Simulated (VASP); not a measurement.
The system is CdTe.

```
Te Cd
1.0
     0.00000    3.20500    3.20500
     3.20500    0.00000    3.20500
     3.20500    3.20500    0.00000
Te Cd
1 1
Direct
  0.75000 0.75000 0.75000
  0.00000 0.00000 0.00000
```

* Program: VASP 6.6.1
* Task: relaxation of cell and atoms
* Functional: r2SCAN
* Potentials or basis: VASP PAW PBE potentials, release 64 (Te, Cd)
* Cutoff: 600 eV
* k mesh: 7 × 7 × 7
* Occupations: gaussian, width 0.05 eV
* Spin: no spin polarisation

At the start: pressure 3.3 GPa; volume 32.92 Å³/atom.

How do energy, volume and symmetry change on relaxing?

Over 3 steps the energy falls by 23.2 meV/atom and the volume is 35.30 Å³/atom (+7.2 %); space group F-43m (No. 216, to 0.05 Å).

The path:
```
step  energy change (eV)  largest force (eV/Å)  pressure (GPa)  volume (Å³)
   1              0.0000                0.0000            3.33        65.84
   2             -0.0399                0.0000           -1.03        72.58
   3             -0.0463                0.0000            0.01        70.61
```

Final structure:
```
Te Cd
1.0
     0.00000    3.28047    3.28047
     3.28047    0.00000    3.28047
     3.28047    3.28047    0.00000
Te Cd
1 1
Direct
  0.75000 0.75000 0.75000
  0.00000 0.00000 0.00000
```

Caveat: the PAW data sets were made with another functional, which shifts forces and pressure a little.
